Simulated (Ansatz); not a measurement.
# AlRu (Pm-3m) in Ansatz: notebook

One crystal, AlRu, is run at these levels: PBE; tasks: single point.

All numbers are computed with Ansatz 0.2.0; they aren't measurements. Logs are shortened: lines on timing, memory, paths and dates and some standing lists are left out, and cuts for length are marked.

**1. The structure**

The structure is cubic, space group Pm-3m (No. 221). Conventional cell: a = 2.992 Å, b = 2.992 Å, c = 2.992 Å, α = 90.00°, β = 90.00°, γ = 90.00°. Around Ru (site symmetry m-3m) lie 8 Al at 2.59 Å. Around Al (site symmetry m-3m) lie 8 Ru at 2.59 Å.

**2. Single point, PBE**

File input.yaml:

```yaml
crystal:
  lattice:
    - [2.9916, 0.0, 0.0]
    - [0.0, 2.9916, 0.0]
    - [0.0, 0.0, 2.9916]
  atoms:
    - { symbol: Ru, position: [0.5, 0.5, 0.5] }
    - { symbol: Al, position: [0.0, 0.0, 0.0] }
hamiltonian:
  xc: pbe
  pseudopotentials: { kind: paw }
kpoints:
  mp_grid: { grid: [9, 9, 9] }
scf:
  occupations: { method: gaussian, width: 0.015 }
output:
  forces: true
  stress: true
  eigenvalues: true
```

Potentials or basis: Ansatz PAW.

Command:

```bash
> ansatz run input.yaml --threads 2 --pin off --max-ram 5632MiB --backend cpu --events-out ev --progress --plain --runs-dir out
```

Log:

```text
Warning: RAYON_NUM_THREADS=2 ignored (pool sized by the plan → 2); use --threads N
Engine: ansatz 0.2.0, x86_64-unknown-linux-gnu
Pseudopotentials: kind: paw
Pseudopotential: Ru, paw, valence charge 16, recommended cutoff 420 eV (normal), Ru.paw.azcp
Pseudopotential: Al, paw, valence charge 3, recommended cutoff 420 eV (normal), Al.paw.azcp
Functional definition: PBE
  parameter kappa = 0.804
  parameter beta = 0.06672455060314922
  exchange = pbe_x(kappa = kappa, mu = beta*pi^2/3)
  correlation = pbe_c(beta = beta)
Crystal: 2 atoms, lattice volume = 26.774 Å³
Basis set: ecut = 420 eV, 485 PW (Γ), exchange–correlation on 40×40×40 points (8 copies of the dense FFT grid, shifted against one another)
Bands: 14, of which v1, the nominal top of the filled ones, is band 10 counted from 1 (9 counted from 0)
Symmetry: 48 space group operations
Space group: Pm-3m (ITA 221), of the structure as read, at distance tolerance 3.0e-5 Å
k-points: 35 of 729
Non-local potential: Ru, projectors of the file, l = 0: 3, l = 1: 2, l = 2: 2, l = 3: 1
Non-local potential: Al, projectors of the file, l = 0: 2, l = 1: 2, l = 2: 1
PAW form: soft (Blöchl's): semilocal exchange-correlation on the pseudo side does not see the compensation charge
PAW one-centre angular grid: Ru, 590 points (default); XC on 64 Gauss nodes
PAW one-centre angular grid: Al, 110 points (default); XC on 64 Gauss nodes
Initial density: superposition of atomic densities (neutral atoms: chi_scale 0, normalization atom), corrected by the library's trained network
Initial wavefunctions: pseudopotential atomic-orbital guess
Functional: x = pbe(κ = 0.804, μ = 0.2195149727645171), c = pbe(β = 0.06672455060314922)
SCF iter   1: F=—  HF=-6417.462483 eV  |F-HF|=—  |Δ(HF+E_count)|=         —  Δρ=8.24e-3  dr2=1.22e-2  ethr=1.77e-3  ⟨swp⟩=6.0  Hψ=2518  notcnv=0
preconditioner: auto → none  [insulator: Δε(μ)=0.041 eV  Ē_g=8.892 eV  σ=0.015 eV  W_gap=0.63  n_scr=6 (ndim 8)  ℏωp=23.8 eV  f_vac=0.000  D(μ)=3.86/eV (n_scr^D=56)  ε∞_Penn≈8.2]
SCF iter   2: F=—  HF=-6417.460592 eV  |F-HF|=—  |Δ(HF+E_count)|=   1.89e-3  Δρ=3.38e-3  dr2=1.56e-3  ethr=6.41e-5  ⟨swp⟩=2.0  Hψ=1069  notcnv=0  defer=11
SCF iter   3: F=—  HF=-6417.460292 eV  |F-HF|=—  |Δ(HF+E_count)|=   3.00e-4  Δρ=5.07e-4  dr2=5.04e-5  ethr=8.20e-6  ⟨swp⟩=1.5  Hψ=497  notcnv=0  defer=15
SCF iter   4: F=—  HF=-6417.460184 eV  |F-HF|=—  |Δ(HF+E_count)|=   1.08e-4  Δρ=6.98e-5  dr2=4.98e-7  ethr=2.65e-7  ⟨swp⟩=2.0  Hψ=577  notcnv=0  defer=15
iter 5 did not close the SCF: its close was put off for the readings that it lacked (scf_convergence_deferred on its scf_iter line)
SCF iter   5: F=-6417.460184 eV  HF=-6417.460184 eV  |F-HF|=1.50e-8  |Δ(HF+E_count)|=   1.21e-7  Δρ=9.02e-6  dr2=2.41e-8  ethr=2.62e-9  ⟨swp⟩=2.3  Hψ=664  notcnv=0  defer=15
SCF iter   6: F=-6417.460184 eV  HF=-6417.460184 eV  |F-HF|=1.08e-9  |Δ(HF+E_count)|=  7.71e-10  Δρ=1.92e-6  dr2=1.37e-9  ethr=1.27e-10  ⟨swp⟩=4.1  Hψ=1700  notcnv=0
SCF 1 converged in 6 iterations: F = -6417.460184 eV  dr2 = 1.37e-9
SCF converged after 6 iterations
Free energy (F): -6417.460184 eV
Harris-Foulkes:  -6417.460184 eV  (|F-HF|=1.08e-9)
Internal energy: -6417.459698 eV  (E = F + TS)
E sigma→0 (E₀):  -6417.459941 eV
Entropy (-TS):   -0.000486 eV (-0.243 meV/atom)
Fermi energy:    16.015163 eV
--- Per-component energies (eV) ---
  E_band       = -120.234897
  E_kinetic    = 543.067859
  E_local      = -1797.355852  (includes V_loc(G=0)·N_el)
  E_nonlocal   = 354.518697
  E_hartree    = 638.526848
  E_xc         = -232.227218
  E_vxc        = -270.730062  (∫ρ·V_xc dr)
  E_paw        = -3929.166083  (= ΣΔE_a)
  E_vpaw       = -226.790791  (= ΣTr[D̂ρ^β])
  E_aug_tail   = -0.000173  (compensation charges beyond the density's cutoff)
  E_ewald      = -1994.823776
  E_smearing   = -0.000486  (= −TS)
  E_closure    = 0.000000  (closes the sum)
  Σ components = -6417.460184   (vs F -6417.460184, Δ=0.00e0)
--- Forces (eV/Å), atoms counted from 1 ---
  atom   1  Ru     0.00000000     0.00000000     0.00000000
  atom   2  Al    -0.00000000    -0.00000000    -0.00000000
  max |Σ_I F_I| component: 2.27e-29 eV/Å
--- Stress (GPa, compression-positive) ---
        2.488312       0.000000       0.000000
       -0.000000       2.488312       0.000000
        0.000000       0.000000       2.488312
  P = ⅓ Tr σ = 2.4883 GPa (24.883 kbar)
--- Band table (eV; the first three rows and the last of 35) ---
  k-point 0: bands = ["-55.7179", "-25.6664", "-25.6664", "-25.6664", "6.4553", "12.5381", "12.5381", "16.2664", "16.2664", "16.2664", "22.1963", "22.1963", "22.1963", "27.0420"]
  k-point 1: bands = ["-55.7161", "-25.6912", "-25.6644", "-25.6644", "6.6907", "12.6138", "12.6202", "15.9867", "15.9867", "16.2950", "21.1664", "22.6554", "22.6554", "26.5340"]
  k-point 2: bands = ["-55.7114", "-25.7534", "-25.6592", "-25.6592", "7.3714", "12.6723", "12.8398", "15.3942", "15.3942", "16.3684", "19.5428", "23.7877", "23.7877", "25.4069"]
  k-point 34: bands = ["-55.6733", "-25.8220", "-25.8216", "-25.8216", "11.3604", "11.5869", "11.5869", "17.2900", "17.2900", "19.0104", "19.2641", "20.5839", "20.5839", "24.8251"]
```

Run time: 1.4 s. Hardware: 2 threads of Intel Xeon at 2.50GHz (Skylake/Cascade Lake), shared host; peak memory 0.3 GiB.

What came out:

| Item | Value |
| --- | --- |
| Free energy | -6417.4602 eV |
| Pressure | 2.5 GPa |
| Band gap on the k mesh | none (metal or under the smearing width) |

**3. Single point, PBE**

Edit input.yaml of step 2 so:

```diff
@@ -14,3 +14,3 @@
 scf:
-  occupations: { method: gaussian, width: 0.015 }
+  occupations: { method: gaussian, width: 0.016 }
 output:
```

Potentials or basis: Ansatz PAW.

Command:

```bash
> ansatz run input.yaml --threads 2 --pin off --max-ram 5632MiB --backend cpu --events-out ev --progress --plain --runs-dir out
```

It took 1.3 s on 2 threads of Intel Xeon at 2.50GHz (Skylake/Cascade Lake), shared host; peak memory 0.3 GiB.

It converged, with:

```yaml
Free_energy: -6417.4602 eV
Pressure: 2.5 GPa
Band_gap_on_the_k_mesh: none (metal or under the smearing width)
```

Levels at points of the mesh, in eV from the Fermi level:
```tsv
k point	band 8	band 9	band 10	band 11	band 12	band 13
(0.00, 0.00, 0.00)	0.25	0.25	0.25	6.18	6.18	6.18
```

**4. Single point, PBE**

Edit input.yaml of step 3 so:

```diff
@@ -14,3 +14,3 @@
 scf:
-  occupations: { method: gaussian, width: 0.016 }
+  occupations: { method: gaussian, width: 0.017 }
 output:
```

Potentials or basis: Ansatz PAW.

Command:

```bash
> ansatz run input.yaml --threads 2 --pin off --max-ram 5632MiB --backend cpu --events-out ev --progress --plain --runs-dir out
```

Log:

```text
Warning: RAYON_NUM_THREADS=2 ignored (pool sized by the plan → 2); use --threads N
[... 9 set-up lines as earlier in the session ...]
Crystal: 2 atoms, lattice volume = 26.774 Å³
Basis set: ecut = 420 eV, 485 PW (Γ), exchange–correlation on 40×40×40 points (8 copies of the dense FFT grid, shifted against one another)
Bands: 14, of which v1, the nominal top of the filled ones, is band 10 counted from 1 (9 counted from 0)
[... 2 set-up lines as earlier in the session ...]
k-points: 35 of 729
[... 8 set-up lines as earlier in the session ...]
SCF iter   1: F=—  HF=-6417.462542 eV  |F-HF|=—  |Δ(HF+E_count)|=         —  Δρ=8.24e-3  dr2=1.22e-2  ethr=1.77e-3  ⟨swp⟩=6.0  Hψ=2518  notcnv=0
preconditioner: auto → none  [insulator: Δε(μ)=0.041 eV  Ē_g=8.892 eV  σ=0.017 eV  W_gap=0.64  n_scr=6 (ndim 8)  ℏωp=23.8 eV  f_vac=0.000  D(μ)=3.53/eV (n_scr^D=56)  ε∞_Penn≈8.2]
SCF iter   2: F=—  HF=-6417.460632 eV  |F-HF|=—  |Δ(HF+E_count)|=   1.91e-3  Δρ=3.32e-3  dr2=1.43e-3  ethr=6.40e-5  ⟨swp⟩=2.0  Hψ=1070  notcnv=0  defer=11
SCF iter   3: F=—  HF=-6417.460358 eV  |F-HF|=—  |Δ(HF+E_count)|=   2.74e-4  Δρ=5.08e-4  dr2=4.24e-5  ethr=7.54e-6  ⟨swp⟩=1.5  Hψ=499  notcnv=0  defer=15
SCF iter   4: F=—  HF=-6417.460253 eV  |F-HF|=—  |Δ(HF+E_count)|=   1.05e-4  Δρ=5.72e-5  dr2=3.18e-7  ethr=2.23e-7  ⟨swp⟩=2.0  Hψ=572  notcnv=0  defer=15
iter 5 did not close the SCF: its close was put off for the readings that it lacked (scf_convergence_deferred on its scf_iter line)
SCF iter   5: F=-6417.460253 eV  HF=-6417.460253 eV  |F-HF|=1.16e-8  |Δ(HF+E_count)|=   1.51e-7  Δρ=7.97e-6  dr2=1.82e-8  ethr=1.68e-9  ⟨swp⟩=2.2  Hψ=652  notcnv=0  defer=15
SCF iter   6: F=-6417.460253 eV  HF=-6417.460253 eV  |F-HF|=9.19e-10  |Δ(HF+E_count)|=  7.84e-10  Δρ=1.75e-6  dr2=1.13e-9  ethr=9.58e-11  ⟨swp⟩=3.6  Hψ=1663  notcnv=0
SCF 1 converged in 6 iterations: F = -6417.460253 eV  dr2 = 1.13e-9
SCF converged after 6 iterations
Free energy (F): -6417.460253 eV
Harris-Foulkes:  -6417.460253 eV  (|F-HF|=9.19e-10)
Internal energy: -6417.459643 eV  (E = F + TS)
E sigma→0 (E₀):  -6417.459948 eV
Entropy (-TS):   -0.000610 eV (-0.305 meV/atom)
Fermi energy:    16.015268 eV
--- Per-component energies (eV) ---
  E_band       = -120.225805
  E_kinetic    = 543.071940
  E_local      = -1797.370080  (includes V_loc(G=0)·N_el)
  E_nonlocal   = 354.520441
  E_hartree    = 638.536914
  E_xc         = -232.227882
  E_vxc        = -270.730923  (∫ρ·V_xc dr)
  E_paw        = -3929.167026  (= ΣΔE_a)
  E_vpaw       = -226.792428  (= ΣTr[D̂ρ^β])
  E_aug_tail   = -0.000173  (compensation charges beyond the density's cutoff)
  E_ewald      = -1994.823776
  E_smearing   = -0.000610  (= −TS)
  E_closure    = 0.000000  (closes the sum)
  Σ components = -6417.460253   (vs F -6417.460253, Δ=0.00e0)
--- Forces (eV/Å), atoms counted from 1 ---
  atom   1  Ru     0.00000000    -0.00000000    -0.00000000
  atom   2  Al    -0.00000000     0.00000000    -0.00000000
  max |Σ_I F_I| component: 1.01e-29 eV/Å
--- Stress (GPa, compression-positive) ---
        2.488569       0.000000       0.000000
        0.000000       2.488569       0.000000
        0.000000       0.000000       2.488569
  P = ⅓ Tr σ = 2.4886 GPa (24.886 kbar)
--- Band table (eV; the first three rows and the last of 35) ---
  k-point 0: bands = ["-55.7171", "-25.6657", "-25.6657", "-25.6657", "6.4553", "12.5385", "12.5385", "16.2670", "16.2670", "16.2670", "22.1963", "22.1963", "22.1963", "27.0421"]
  k-point 1: bands = ["-55.7153", "-25.6904", "-25.6636", "-25.6636", "6.6907", "12.6141", "12.6206", "15.9872", "15.9872", "16.2955", "21.1664", "22.6554", "22.6554", "26.5341"]
  k-point 2: bands = ["-55.7106", "-25.7526", "-25.6584", "-25.6584", "7.3714", "12.6725", "12.8402", "15.3947", "15.3947", "16.3690", "19.5429", "23.7877", "23.7877", "25.4069"]
  k-point 34: bands = ["-55.6725", "-25.8213", "-25.8209", "-25.8209", "11.3606", "11.5872", "11.5872", "17.2905", "17.2905", "19.0104", "19.2642", "20.5840", "20.5840", "24.8254"]
```

Run time: 1.4 s. Hardware: 2 threads of Intel Xeon at 2.50GHz (Skylake/Cascade Lake), shared host; peak memory 0.3 GiB.

What came out:

| Quantity | Value |
| --- | --- |
| Free energy | -6417.4603 eV |
| Pressure | 2.5 GPa |
| Band gap on the k mesh | none (metal or under the smearing width) |

**5. Single point, PBE**

Edit input.yaml of step 4 so:

```diff
@@ -14,3 +14,3 @@
 scf:
-  occupations: { method: gaussian, width: 0.017 }
+  occupations: { method: gaussian, width: 0.018 }
 output:
```

Command:

```bash
> ansatz run input.yaml --threads 2 --pin off --max-ram 5632MiB --backend cpu --events-out ev --progress --plain --runs-dir out
```

It took 1.4 s on 2 threads of Intel Xeon at 2.50GHz (Skylake/Cascade Lake), shared host; peak memory 0.3 GiB.

Results (log left out):

| Property | Result |
| --- | --- |
| Free energy | -6417.4603 eV |
| Pressure | 2.5 GPa |
| Band gap on the k mesh | none (metal or under the smearing width) |

Levels at points of the mesh, in eV from the Fermi level:
```tsv
k point	band 8	band 9	band 10	band 11	band 12	band 13
(0.00, 0.00, 0.00)	0.25	0.25	0.25	6.18	6.18	6.18
```

**6. Summary**

| smearing | gap on the mesh (eV) | pressure (GPa) |
| --- | --- | --- |
| gaussian 0.015 eV | none | 2.5 |
| gaussian 0.016 eV | none | 2.5 |
| gaussian 0.017 eV | none | 2.5 |
| gaussian 0.018 eV | none | 2.5 |

Alike in all rows: task single point; level PBE; potentials or basis Ansatz PAW; no spin polarisation; cell as given; k mesh 9 × 9 × 9; cutoff (eV) 420.

Every run on the cell as given and a fine mesh finds a metal.

Total energies depend on the potentials used, so only differences within one code and one set of settings carry meaning.
